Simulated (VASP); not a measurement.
# Pb (C2/m) in VASP: further runs, part 2 of 2

VASP 6.6.1.

## (6) Single point, LDA

Contents of INCAR:

```
SYSTEM = Pb
ADDGRID = .False. ; ALGO = Normal
EDIFF = 1E-6 ; ENCUT = 340
GGA = CA ; ISIF = 2
ISMEAR = 1 ; LASPH = .True.
LCHARG = .False. ; LREAL = .False.
LWAVE = .False. ; NELM = 100
PREC = Accurate ; SIGMA = 0.2
```

Contents of KPOINTS:

```
k-points
0
Gamma
  12 12 6
  0 0 0
```

Contents of POSCAR:

```
Pb
1.0
    3.0386068135     -1.7503199600      0.0000000000
    3.0386068135      1.7503199600      0.0000000000
   -2.1154626375      0.0000000000      6.0952248674
Pb
2
Direct
    0.9226740000      0.9042520000      0.7213670000
    0.1042030000      0.0659440000      0.2801110000
```

Potentials or basis: VASP PAW LDA potentials, release 64 (Pb_d).

Run with:

```
> cat potpaw_LDA.64/Pb_d/POTCAR > POTCAR
> mpirun -np 1 vasp_std > vasp.out
```

OUTCAR:

```text
SYSTEM = Pb
   EDIFF = 1E-6
   ENCUT = 340
   GGA = CA
   ISIF = 2
   ISMEAR = 1
   LASPH = .True.
   LREAL = .False.
   NELM = 100
   PREC = Accurate

 Found    436 irreducible k-points:

 Following reciprocal coordinates:
            Coordinates               Weight
  0.000000  0.000000  0.000000      1.000000
  0.083333 -0.000000  0.000000      2.000000
  0.000000 -0.083333 -0.000000      2.000000
  0.166667  0.000000  0.000000      2.000000
 -0.000000 -0.166667  0.000000      2.000000
  0.250000  0.000000 -0.000000      2.000000
   k-points           NKPTS =    436   k-points in BZ     NKDIM =    436   number of bands    NBANDS=     18
   number of dos      NEDOS =    301   number of ions     NIONS =      2
   total plane-waves  NPLWV =  23040
   dimension x,y,z NGX =    24 NGY =   24 NGZ =   40
   dimension x,y,z NGXF=    48 NGYF=   48 NGZF=   80
   ions per type =               2
   NGX,Y,Z   is equivalent  to a cutoff of  11.38, 11.38, 10.31 a.u.
   NGXF,Y,Z  is equivalent  to a cutoff of  22.76, 22.76, 20.61 a.u.
 SYSTEM =  Pb
   PREC   = accura    normal or accurate (medium, high low for compatibility)
   ISTART =      0    job   : 0-new  1-cont  2-samecut
   ICHARG =      2    charge: 1-file 2-atom 10-const
   ISPIN  =      1    spin polarized calculation?
   LNONCOLLINEAR =      F non collinear calculations
   LSORBIT =      F    spin-orbit coupling
   LASPH  =      T    aspherical Exc in radial PAW
   ENCUT  =  340.0 eV  24.99 Ry    5.00 a.u.   5.27  5.27  9.70*2*pi/ulx,y,z
   NELM   =    100;   NELMIN=  2; NELMDL= -5     # of ELM steps
   EDIFF  = 0.1E-05   stopping-criterion for ELM
   LREAL  =      F    real-space projection
   EDIFFG = 0.1E-04   stopping-criterion for IOM
   NSW    =      0    number of steps for IOM
   IBRION =     -1    ionic relax: 0-MD 1-quasi-New 2-CG
   NFREE  =      0    steps in history (QN), initial steepest desc. (CG)
   ISIF   =      2    stress and relaxation
   ISYM   =      2    0-nonsym 1-usesym 2-fastsym
   POTIM  = 0.5000    time-step for ionic-motion
   TEBEG  =    0.0;   TEEND  =   0.0 temperature during run
   PSTRESS=    0.0 pullay stress
   NELECT =      28.0000    total number of electrons
   NUPDOWN=      -1.0000    fix difference up-down
   EMIN   =  10.00;   EMAX   =-10.00  energy-range for DOS
   EFERMI =   0.00;   METHOD = LEGACY
   ISMEAR =     1;   SIGMA  =   0.20  broadening in eV -4-tet -1-fermi 0-gaus
   EFERMI_NEDOS =   21; number of points for ismear=-14 and -15
   IALGO  =     38    algorithm
   IMIX   =      4    mixing-type and parameters
     AMIX     =   0.40;   BMIX     =  1.00
     AMIX_MAG =   1.60;   BMIX_MAG =  1.00
  volume/ion in A,a.u.               =      32.42       218.77
  Fermi-wavevector in a.u.,A,eV,Ry     =   1.237438  2.338420 20.833975  1.531254
  Thomas-Fermi vector in A             =   2.372006
   LORBIT       =      0    0 simple, 1 ext, 2 COOP (PROOUT), +10 PAW based schemes
   GGA     = CA    functional components
   LHFCALC =     F    Hartree Fock is set to
   AEXX    =    0.0000 exact exchange contribution
   IVDW    =     0    specifies the selected vdW correction
   LEPSILON=     F    determine dielectric tensor
   LRPA    =     F    only Hartree local field effects (RPA)
 non-spin polarized calculation
 Methfessel and Paxton  Order N= 1 SIGMA  =   0.20
  energy-cutoff  :      340.00
  volume of cell :       64.84
 maximum number of plane-waves:       934
 NGX is ok and might be reduce to    24
   NGX = 11   NGY = 11   NGZ = 19

 number of electron      27.9999998 magnetization

 Free energy of the ion-electron system (eV)
  ---------------------------------------------------
  ext. energy  EPLUGINS =         0.00000000
  ---------------------------------------------------
  free energy    TOTEN  =        -8.31874271 eV

  energy without entropy =       -8.31853304  energy(sigma->0) =       -8.31867282

 E-fermi :   6.2578     XC(G=0): -10.0823

 val. band max:        6.2563728061   @ k =   0.5000   0.0833  -0.1667
 cond. band min:       6.2598760806   @ k =  -0.0833  -0.2500  -0.3333
 fundamental gap:      0.0035032745
 Fermi energy:         6.2578224287

 k-point     1 :       0.0000    0.0000    0.0000
  band No.  band energies     occupation
      1     -10.7951      2.00000
      2     -10.7141      2.00000
      3     -10.7132      2.00000
      4     -10.7131      2.00000
      5     -10.7113      2.00000
      6     -10.7028      2.00000
[... 10 lines left out ...]
     17      12.7792      0.00000
     18      12.8805      0.00000

 k-point     2 :       0.0833   -0.0000    0.0000
  band No.  band energies     occupation
      1     -10.7900      2.00000
      2     -10.7296      2.00000
      3     -10.7155      2.00000
      4     -10.7003      2.00000
      5     -10.6969      2.00000
      6     -10.6782      2.00000
[... 10 lines left out ...]
     17      12.7170      0.00000
     18      12.8312      0.00000

 k-point     3 :       0.0000   -0.0833   -0.0000
  band No.  band energies     occupation
      1     -10.7896      2.00000
      2     -10.7296      2.00000
      3     -10.7155      2.00000
      4     -10.7010      2.00000
      5     -10.6968      2.00000
      6     -10.6788      2.00000
[... 10 lines left out ...]
     17      12.7196      0.00000
     18      12.8390      0.00000

 k-point     4 :       0.1667    0.0000    0.0000
  band No.  band energies     occupation
      1     -10.7791      2.00000
      2     -10.7494      2.00000
      3     -10.7276      2.00000
      4     -10.6687      2.00000
      5     -10.6549      2.00000
      6     -10.6448      2.00000
[... 10 lines left out ...]
     17      12.2898      0.00000
     18      12.7337      0.00000

 k-point     5 :      -0.0000   -0.1667    0.0000
  band No.  band energies     occupation
      1     -10.7758      2.00000
      2     -10.7526      2.00000
      3     -10.7273      2.00000
      4     -10.6712      2.00000
      5     -10.6539      2.00000
      6     -10.6471      2.00000
[... 10 lines left out ...]
     17      12.3111      0.00000
     18      12.7173      0.00000

 k-point     6 :       0.2500    0.0000   -0.0000
  band No.  band energies     occupation
      1     -10.7918      2.00000
      2     -10.7504      2.00000
      3     -10.7445      2.00000
      4     -10.6742      2.00000
      5     -10.6462      2.00000
      6     -10.5964      2.00000
[... 10 lines left out ...]
     17      11.5755      0.00000
     18      12.5495      0.00000

 [... further k-points ...]

------------------------ aborting loop because EDIFF is reached ----------------------------------------

  FORCE on cell =-STRESS in cart. coord.  units (eV):
  Direction    XX          YY          ZZ          XY          YZ          ZX
  --------------------------------------------------------------------------------------
  -------------------------------------------------------------------------------------
  Total       -1.3183441     -1.3852490     -1.1065852     -0.0142722     -0.0362622     -0.0883930
  in kB      -32.5782450    -34.2315640    -27.3453671     -0.3526882     -0.8960940     -2.1843219
  external PRESSURE =     -31.3850587 kB  Pullay stress =       0.0000000 kB

 VOLUME and BASIS-vectors are now :
 -----------------------------------------------------------------------------
  energy-cutoff  :      340.00
  volume of cell :       64.84
      direct lattice vectors                 reciprocal lattice vectors
     3.038606813 -1.750319960  0.000000000     0.164549095 -0.285662057  0.057109864
     3.038606813  1.750319960  0.000000000     0.164549095  0.285662057  0.057109864
    -2.115462637  0.000000000  6.095224867     0.000000000  0.000000000  0.164062856

 POSITION                                       TOTAL-FORCE (eV/Angst)
 -----------------------------------------------------------------------------------
      4.02528     -0.03224      4.39689        -0.014326     -0.008931      0.074891
     -0.07555     -0.06697      1.70734         0.014326      0.008931     -0.074891
 -----------------------------------------------------------------------------------
    total drift:                               -0.000035     -0.000018     -0.000026

  FREE ENERGIE OF THE ION-ELECTRON SYSTEM (eV)
  ---------------------------------------------------
  free  energy   TOTEN  =        -8.3187427145 eV

  energy  without entropy=       -8.3185330388  energy(sigma->0) =       -8.31867282
```

Wall time 58 s (1 thread of Intel Xeon 6975P-C (Granite Rapids), shared host); peak memory 0.31 GiB.

These settings aren't checked as converged: the numbers below hold their error.

Results:

- Free energy: -8.3187 eV
- Pressure: -3.1 GPa
- Largest force: 0.077 eV/Å
- Band gap on the k mesh: none (metal or under the smearing width)

## (7) For comparison

An earlier run on the cell as given: functional PBE; potentials or basis VASP PAW PBE potentials, release 64 (Pb_d); cutoff 520 eV; k mesh 9 × 9 × 5; occupations fermi-dirac, width 0.05 eV; no spin polarisation.

- Pressure: 0.7 GPa
- Largest force: 0.079 eV/Å
- Band gap on the k mesh: none (metal or under the smearing width)
